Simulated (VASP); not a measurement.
# H12CO8 in VASP: notebook, part 2 of 2

VASP 6.6.1. The steps go on from the part before.

## Step 3: Single point, PBE

INCAR

```
SYSTEM = H12CO8
ALGO     = Normal         ! electronic algorithm
EDIFF    = 1E-6           ! SCF threshold, eV
ENCUT    = 520            ! plane-wave cutoff, eV
GGA      = PE             ! functional
ISIF     = 2              ! what is computed and relaxed
ISMEAR   = -1             ! smearing method
LASPH    = .TRUE.         ! aspherical terms in the spheres
LCHARG   = .TRUE.         ! write CHGCAR
LELF     = .TRUE.         ! ELF
LREAL    = Auto         
LVHAR    = .TRUE.       
LWAVE    = .FALSE.        ! write WAVECAR
NBANDS   = 48             ! bands
NELM     = 60             ! most SCF steps
PREC     = Accurate       ! precision mode
SIGMA    = 0.05           ! smearing width, eV
```

KPOINTS

```
k-points
0
G
  1 1 1
  0 0 0
```

POSCAR

```
H12CO8
1.0
    6.2658270000      0.0000000000      0.0000000000
    0.0000000000      6.2658270000      0.0000000000
    0.0000000000      0.0000000000      6.2658270000
O H C
8 12 1
Direct
   -0.0856231747      1.0484649512      0.2921242479
    0.4918744166      0.9836371161      0.2256844946
    0.1748691753      0.1935738092      0.6264456392
    0.6505446129     -0.0263173560      0.7011364980
    0.0478308769      0.3366834099      1.0422566726
    0.5661982050      0.5223093456      0.9118189826
    0.6819051978      0.5051368319      0.3803807542
    0.9120264572      0.6265094775      0.6451981518
   -0.0223593789      1.1472707434      0.1845566435
    0.0002393938      0.9077333287      0.3138133242
    0.4259453700      0.9063288852      0.0967789248
    0.6455333031      0.9250654383      0.2195400543
    0.3077806010      0.2932254593      0.6009741412
    0.1108074002      0.2148958150      0.4730740252
    0.5688315365     -0.0046123201      0.5604846735
    0.5758697136      0.0751377272      0.7812057371
    0.0860540835      0.3383910855      0.8931622274
   -0.0967150865      0.3955583198      1.0602431251
    0.5504780135      0.4438679842      1.0373092012
    0.6647965225      0.6400751250      0.8902097042
    0.8178489448      0.5560159896      0.4963590600
```

Potentials or basis: VASP PAW PBE potentials, release 64 (O, H, C).

Run with:

```
cat potpaw_PBE.64/O/POTCAR potpaw_PBE.64/H/POTCAR potpaw_PBE.64/C/POTCAR > POTCAR
mpirun -np 1 vasp_gam > vasp.out
```

OUTCAR:

```text
SYSTEM = H12CO8
   EDIFF = 1E-6
   ENCUT = 520
   GGA = PE
   ISIF = 2
   ISMEAR = -1
   LASPH = .TRUE.
   LREAL = Auto
   NELM = 60
   PREC = Accurate

 ion  position               nearest neighbor table
   1  0.914  0.048  0.292-   9 1.00  10 1.04
   2  0.492  0.984  0.226-  11 1.03  12 1.03
   3  0.175  0.194  0.626-  14 1.05  13 1.05
   4  0.651  0.974  0.701-  16 0.94  15 1.03
   5  0.048  0.337  0.042-  17 0.96  18 0.98
   6  0.566  0.522  0.912-  19 0.93  20 0.97
   7  0.682  0.505  0.380-  21 1.16
   8  0.912  0.627  0.645-  21 1.19
   9  0.978  0.147  0.185-   1 1.00
  10  0.000  0.908  0.314-   1 1.04
  11  0.426  0.906  0.097-   2 1.03
  12  0.646  0.925  0.220-   2 1.03
  13  0.308  0.293  0.601-   3 1.05
  14  0.111  0.215  0.473-   3 1.05
  15  0.569  0.995  0.560-   4 1.03
  16  0.576  0.075  0.781-   4 0.94
  17  0.086  0.338  0.893-   5 0.96
  18  0.903  0.396  0.060-   5 0.98
  19  0.550  0.444  0.037-   6 0.93
  20  0.665  0.640  0.890-   6 0.97
  21  0.818  0.556  0.496-   7 1.16   8 1.19

  LATTYP: Found a simple cubic cell.
 ALAT       =     6.2658270000

  Lattice vectors:

 A1 = (   6.2658270000,   0.0000000000,   0.0000000000)
 A2 = (   0.0000000000,   6.2658270000,   0.0000000000)
 A3 = (   0.0000000000,   0.0000000000,   6.2658270000)

Analysis of symmetry for initial positions (statically):
=====================================================================
 Subroutine PRICEL returns:
 Original cell was already a primitive cell.

 Routine SETGRP: Setting up the symmetry group for a
 simple cubic supercell.

 Subroutine GETGRP returns: Found  1 space group operations
 (whereof  1 operations were pure point group operations)
 out of a pool of 48 trial point group operations.

The static configuration has the point symmetry C_1 .

Analysis of symmetry for dynamics (positions and initial velocities):
=====================================================================
 Subroutine PRICEL returns:
[... 148 lines left out ...]
   GGA     = PE    functional components
   LHFCALC =     F    Hartree Fock is set to
   AEXX    =    0.0000 exact exchange contribution
   IVDW    =     0    specifies the selected vdW correction
   LEPSILON=     F    determine dielectric tensor
   LRPA    =     F    only Hartree local field effects (RPA)
 non-spin polarized calculation
  energy-cutoff  :      520.00
  volume of cell :      246.00
 maximum number of plane-waves:      3310
 NGX is ok and might be reduce to    48
   NGX = 23   NGY = 23   NGZ = 23

 number of electron      63.9999994 magnetization

 Free energy of the ion-electron system (eV)
  ---------------------------------------------------
  ext. energy  EPLUGINS =         0.00000000
  ---------------------------------------------------
  free energy    TOTEN  =      -108.11454072 eV

  energy without entropy =     -108.11454072  energy(sigma->0) =     -108.11454072

 E-fermi :  -2.2436     XC(G=0):  -6.7015

 val. band max:       -3.4831431043   @ k =   0.0000   0.0000   0.0000
 cond. band min:       0.1913129208   @ k =   0.0000   0.0000   0.0000
 fundamental gap:      3.6744560251
 Fermi energy:        -2.2435646086

 k-point     1 :       0.0000    0.0000    0.0000
  band No.  band energies     occupation
      1     -26.2426      2.00000
      2     -24.9538      2.00000
      3     -22.6297      2.00000
      4     -22.1085      2.00000
      5     -21.7110      2.00000
      6     -21.5010      2.00000
[... 36 lines left out ...]
     43       6.0788      0.00000
     44       6.6404      0.00000
 [bands above 44 left out]

------------------------ aborting loop because EDIFF is reached ----------------------------------------

  FORCE on cell =-STRESS in cart. coord.  units (eV):
  Direction    XX          YY          ZZ          XY          YZ          ZX
  --------------------------------------------------------------------------------------
  -------------------------------------------------------------------------------------
  Total       -1.6982736     -2.8271556      0.1448545     -0.4353932      0.5226225     -1.8738810
  in kB      -11.0607109    -18.4130229      0.9434251     -2.8356789      3.4037959    -12.2044272
  external PRESSURE =      -9.5101029 kB  Pullay stress =       0.0000000 kB

 VOLUME and BASIS-vectors are now :
 -----------------------------------------------------------------------------
  energy-cutoff  :      520.00
  volume of cell :      246.00
      direct lattice vectors                 reciprocal lattice vectors
     6.265827000  0.000000000  0.000000000     0.159595852  0.000000000  0.000000000
     0.000000000  6.265827000  0.000000000     0.000000000  0.159595852  0.000000000
     0.000000000  0.000000000  6.265827000     0.000000000  0.000000000  0.159595852

 POSITION                                       TOTAL-FORCE (eV/Angst)
 -----------------------------------------------------------------------------------
      5.72933      0.30367      1.83040         0.738724     -2.675265      1.122193
      3.08200      6.16330      1.41410         0.613959     -2.031233     -2.147345
      1.09570      1.21290      3.92520         1.843487      2.688678     -2.751199
      4.07620      6.10093      4.39320        -0.453691     -0.768175     -2.888098
      0.29970      2.10960      0.26477        -0.592961      0.610585      1.397763
      3.54770      3.27270      5.71330        -0.722972      0.511599     -2.937881
[... 13 lines left out ...]
      4.16550      4.01060      5.57790        -0.047672     -0.171522      0.859437
      5.12450      3.48390      3.11010        -0.147662      1.343784      3.144792
 -----------------------------------------------------------------------------------
    total drift:                               -0.008472     -0.012800     -0.009740

  FREE ENERGIE OF THE ION-ELECTRON SYSTEM (eV)
  ---------------------------------------------------
  free  energy   TOTEN  =      -108.1145407153 eV

  energy  without entropy=     -108.1145407152  energy(sigma->0) =     -108.11454072
```

OSZICAR:

```text
N       E                     dE             d eps       ncg     rms          rms(c)
DAV:   1     0.459403380682E+03    0.45940E+03   -0.35567E+04   104   0.122E+03
DAV:   2    -0.731636068818E+02   -0.53257E+03   -0.50825E+03   128   0.293E+02
DAV:   3    -0.118759681225E+03   -0.45596E+02   -0.45281E+02   112   0.894E+01
DAV:   4    -0.119404695009E+03   -0.64501E+00   -0.64443E+00   112   0.122E+01
DAV:   5    -0.119413505939E+03   -0.88109E-02   -0.88084E-02   120   0.135E+00    0.207E+01
DAV:   6    -0.108601302164E+03    0.10812E+02   -0.34632E+01   104   0.270E+01    0.844E+00
DAV:   7    -0.108297812918E+03    0.30349E+00   -0.11802E+00   120   0.546E+00    0.516E+00
DAV:   8    -0.108113535089E+03    0.18428E+00   -0.32701E-01   120   0.317E+00    0.695E-01
DAV:   9    -0.108111874617E+03    0.16605E-02   -0.33096E-02   120   0.104E+00    0.318E-01
DAV:  10    -0.108114105142E+03   -0.22305E-02   -0.72551E-03   112   0.449E-01    0.133E-01
DAV:  11    -0.108114569868E+03   -0.46473E-03   -0.91725E-04   120   0.209E-01    0.602E-02
DAV:  12    -0.108114555765E+03    0.14103E-04   -0.34438E-04   120   0.123E-01    0.258E-02
DAV:  13    -0.108114541942E+03    0.13823E-04   -0.56560E-05   120   0.500E-02    0.124E-02
DAV:  14    -0.108114540665E+03    0.12776E-05   -0.11202E-05   112   0.177E-02    0.673E-03
DAV:  15    -0.108114540715E+03   -0.50580E-07   -0.25197E-06   104   0.116E-02
   1 F= -.10811454E+03 E0= -.10811454E+03  d E =-.469758E-10
```

Run time: 32 s. Hardware: 1 thread of Intel Xeon Platinum 8259CL at 2.50GHz (Skylake/Cascade Lake), shared host; peak memory 0.3 GiB.

What came out:

| Quantity | Value |
| --- | --- |
| Free energy | -108.1145 eV |
| Pressure | -1.0 GPa |
| Largest force | 4.266 eV/Å |
| Band gap on the k mesh | 3.67 eV, direct |

Forces in eV/Å, atoms in the order of the input:
```
O    0.739 -2.675  1.122
O    0.614 -2.031 -2.147
O    1.843  2.689 -2.751
O   -0.454 -0.768 -2.888
O   -0.593  0.611  1.398
O   -0.723  0.512 -2.938
O   -0.266 -0.759 -1.627
O    0.659 -0.709 -1.544
H    0.622 -0.710 -0.584
H   -0.910  2.817 -0.573
H    0.633  0.964  1.800
H   -1.574  1.286  0.177
H   -1.887 -1.592  0.792
H    0.316 -1.066  2.351
H    1.146 -0.671  1.390
H   -0.807  1.451  1.641
H   -0.086 -0.286 -1.028
H    0.536  0.055 -0.691
H    0.386 -0.288  2.097
H   -0.048 -0.172  0.859
C   -0.148  1.344  3.145
```

Levels at points of the mesh, in eV from the valence-band top:
| k point | band 28 | band 29 | band 30 | band 31 | band 32 | band 33 | band 34 | band 35 | band 36 | band 37 |
| --- | --- | --- | --- | --- | --- | --- | --- | --- | --- | --- |
| (0.00, 0.00, 0.00) | -0.67 | -0.60 | -0.41 | -0.14 | 0.00 | 3.67 | 5.24 | 5.82 | 7.33 | 7.67 |

Caveat: the standard files for N, O and F lose accuracy on very short bonds.

## Step 4: Single point, PBE

INCAR

```
  ALGO = Normal
  EDIFF = 1E-6
  ENCUT = 520
  GGA = PE
  ISIF = 2
  ISMEAR = -1
  LASPH = True
  LCHARG = False
  LREAL = Auto
  LWAVE = False
  NBANDS = 48
  NELM = 80
  PREC = Accurate
  SIGMA = 0.05
```

KPOINTS

```
k-points
0
Gamma
  1 1 1
```

POSCAR

```
H12CO8
1.0
    6.2658270000      0.0000000000      0.0000000000
    0.0000000000      6.2658270000      0.0000000000
    0.0000000000      0.0000000000      6.2658270000
O H C
8 12 1
Direct
   -0.0918633725      1.0637382743      0.2378616582
    0.4589817114      0.9644217754      0.2096929902
    0.2289242904      0.1857057337      0.6510872388
    0.6353670473     -0.0401064377      0.7338057690
    0.0985185196      0.3951912493      0.9774767162
    0.6099274685      0.5339917620      1.0126995207
    0.7373807161      0.4179017391      0.4118849754
    0.9869567098      0.6113319120      0.5773379954
   -0.1395027344      1.1752638558      0.1303738517
    0.0534326913      1.0200090108      0.1858174508
    0.4466928308      0.8576840695      0.0994920543
    0.5562075046      1.0686538265      0.1531641394
    0.3086583782      0.0857668110      0.5489778125
    0.0688815698      0.1467164670      0.6529225911
    0.6925821603     -0.0320947259      0.6016923225
    0.4790588696     -0.0461710801      0.7343005161
    0.2188059134      0.3227506920      0.9126010022
    0.0797181282      0.5273206554      0.8839695063
    0.6335795738      0.6141727181      1.1515957909
    0.6876506485      0.6206363502      0.9177878674
    0.8872891001      0.5081851127      0.4770479619
```

Run with:

```
cat potpaw_PBE.64/O/POTCAR potpaw_PBE.64/H/POTCAR potpaw_PBE.64/C/POTCAR > POTCAR
mpirun -np 1 vasp_gam > vasp.out
```

Wall time 28 s (1 thread of Intel Xeon Platinum 8259CL at 2.50GHz (Skylake/Cascade Lake), shared host); peak memory 0.31 GiB.

The run converged. Its results:

* Free energy: -107.7818 eV
* Pressure: 2.9 GPa
* Largest force: 10.716 eV/Å
* Band gap on the k mesh: 3.81 eV, direct

Forces on the atoms (eV/Å):
```
O    0.872  0.256 -1.338
O   -0.919 -0.173  0.633
O   -0.823 -1.851 -1.061
O   -1.448 -0.567  4.598
O   -0.789  2.007 -0.457
O   -0.708  0.352  2.511
O   -0.404 -0.963 -1.114
O    7.195  6.113  5.067
H    1.006 -0.892  1.035
H   -1.313  0.582  0.391
H   -0.022 -0.385 -0.266
H    0.344  0.293 -0.168
H   -1.487  1.308  0.682
H    2.396  0.187 -0.331
H    1.122  0.246 -4.197
H    0.625  0.169 -0.416
H    0.336 -0.025 -0.235
H    0.354 -1.775  1.164
H   -0.316 -1.189 -1.351
H    0.834  1.054 -1.464
C   -6.855 -4.746 -3.682
```

Stress tensor (GPa, compression positive):
```
2.26 3.84 2.35
3.84 1.92 2.41
2.35 2.41 4.66
```

Levels at points of the mesh, in eV from the valence-band top:
| k point | band 28 | band 29 | band 30 | band 31 | band 32 | band 33 | band 34 | band 35 | band 36 | band 37 |
| --- | --- | --- | --- | --- | --- | --- | --- | --- | --- | --- |
| (0.00, 0.00, 0.00) | -0.98 | -0.82 | -0.50 | -0.15 | 0.00 | 3.81 | 5.47 | 6.33 | 7.37 | 7.71 |

Caveat: the standard files for N, O and F lose accuracy on very short bonds. A hybrid or GW would open this gap; PBE tends to underestimate it.
